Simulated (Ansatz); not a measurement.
GeO₂:
```yaml
crystal:
  lattice:
    - [4.41246, 0.00000, 0.00000]
    - [0.00000, 4.41246, 0.00000]
    - [0.00000, 0.00000, 2.87074]
  atoms:
    - { symbol: Ge, position: [0.50000, 0.50000, 0.50000] }
    - { symbol: Ge, position: [0.00000, 0.00000, 0.00000] }
    - { symbol: O, position: [0.69397, 0.69397, 0.00000] }
    - { symbol: O, position: [0.30603, 0.30603, 0.00000] }
    - { symbol: O, position: [0.80603, 0.19397, 0.50000] }
    - { symbol: O, position: [0.19397, 0.80603, 0.50000] }
```

Relaxed with r²SCAN.

**Question.** Map the electron localisation function on the plane through (0.500, 0.500, 0.500) spanned by u = [0, 0, 1] and v = [1, 1, 0] in lattice vectors, from DFT-r²SCAN in the program Ansatz with PAW potentials.

**Answer.** x is the fraction of u, y of v (the angle between them is 90°; rows are the nearest grid lines); atoms in the plane: Ge at (0.00, 0.00), Ge at (0.50, 0.50), O at (0.50, 0.19), O at (0.50, 0.81).
```
|91011110001111019|
|10012222122221001|
|11235777777753211|
|22347877677874322|
|11367875357876311|
|00257765456775200|
|00146777777764100|
|00024678887642000|
|00001233433210000|
|00001122222110000|
|00011111111111000|
|00112101510121100|
|00112101510121100|
|00011111111111000|
|00001122222110000|
|00001233433210000|
|00024678887642000|
|00146777777764100|
|00257765456775200|
|11367875357876311|
|22347877677874322|
|11235777777753211|
|10012222122221001|
|91011110001111019|
```
Scale: ten equal steps from 0.020 (start of '0') to 0.999 (end of '9'), in the order '0123456789'; x runs from 0.000 to 1.00, y from 0.000 (bottom) to 1.00 (top).

The density is the valence pseudo-density with augmentation charge, so density and ELF within about 1 Å of a nucleus are not all-electron values.

Space group P4_2/mnm (rutile). Symmetry was held in the r²SCAN relaxation; of distortions, only those at the zone centre were tested.

Potentials: the earlier of the program's two PAW sets.
